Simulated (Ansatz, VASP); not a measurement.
## Pd in VASP and in Ansatz

```
CELL_PARAMETERS angstrom
0.00000 1.92114 1.92114
1.92114 0.00000 1.92114
1.92114 1.92114 0.00000
ATOMIC_POSITIONS crystal
Pd 0.00000 0.00000 0.00000
```

Alike in both runs: task single point; functional LDA; k mesh 9 × 9 × 9; occupations fermi-dirac, width 0.1 eV; no spin polarisation.

|  | VASP | Ansatz |
| --- | --- | --- |
| version | VASP 6.6.1 | Ansatz 0.2.0 |
| potentials or method | VASP PAW LDA potentials, release 64 (Pd) | plane waves (420 eV) with PAW, scalar-relativistic |
| plane-wave cutoff (eV) | 520 | 420 |
| valence electrons in the cell | 10 | 18 |

```csv
,VASP,Ansatz,Ansatz less VASP
pressure (GPa),-0.1,-0.4,-0.26
```

The two sets of potentials don't hold the same shells in valence. Ansatz warned: «pseudo_functional_mismatch».
